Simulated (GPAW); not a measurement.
Here is a GPAW 26.7.0 calculation.

Contents of run.py:

```python
from ase.dft.bandgap import bandgap
from ase.io import read, write
from ase.units import GPa
from gpaw import GPAW, PW

atoms = read('POSCAR')

calc = GPAW(mode=PW(600),
            xc='PBE',
            kpts={'size': (8, 8, 8), 'gamma': True},
            occupations={'name': 'methfessel-paxton', 'order': 0, 'width': 0.03},
            nbands=11,
            convergence={'density': 1e-05, 'energy': 1e-05},
            maxiter=150,
            txt='gpaw.txt')
atoms.calc = calc
energy = atoms.get_potential_energy()
forces = atoms.get_forces()
stress = atoms.get_stress()
calc.write('gs.gpw')
write('result.traj', atoms)
print(f'Energy: {energy:.6f} eV')
print('Forces (eV/A):')
print(forces.round(4))
print('Stress (GPa):', (stress / GPa).round(3))
print('Fermi level:', round(calc.get_fermi_level(), 4), 'eV')
print(f'Gap: {bandgap(calc)[0]:.4f} eV, direct: {bandgap(calc, direct=True)[0]:.4f} eV')
```

Contents of POSCAR:

```
GaP
1.0
    0.0000000000      2.7252500000      2.7252500000
    2.7252500000      0.0000000000      2.7252500000
    2.7252500000      2.7252500000      0.0000000000
Ga P
1 1
Direct
    0.0000000000      0.0000000000      0.0000000000
    0.7500000000      0.7500000000      0.7500000000
```

Potentials or basis: GPAW PAW data sets (gpaw-data 1.2.1), pw.

Command:

```sh
$ OMP_NUM_THREADS=1 python run.py
```

**Question.** Predict the band gap on the k mesh.

**Answer.** 1.67 eV, indirect (least direct gap 1.89 eV).

**Question.** Predict the pressure.

**Answer.** 4.5 GPa.

**Experimental background.**

From “Stacking defects in GaP nanowires: Electronic structure and optical properties”, 2018, arxiv:1810.01194, for a bulk crystal of GaP at 10 K: band gap 2.34 eV (indirect).

Against the measured gap of GaP, 2.34 eV (indirect; 10 K; quoted in “Stacking defects in GaP nanowires: Electronic structure and optical properties”, 2018, arxiv:1810.01194), the calculated 1.67 eV is off by -0.67 eV. Spin-orbit coupling on Ga is left out. The value is that of PBE on a finite k mesh, which can miss the band edges, without temperature or zero-point motion. Semilocal functionals fall short of measured gaps as a rule.
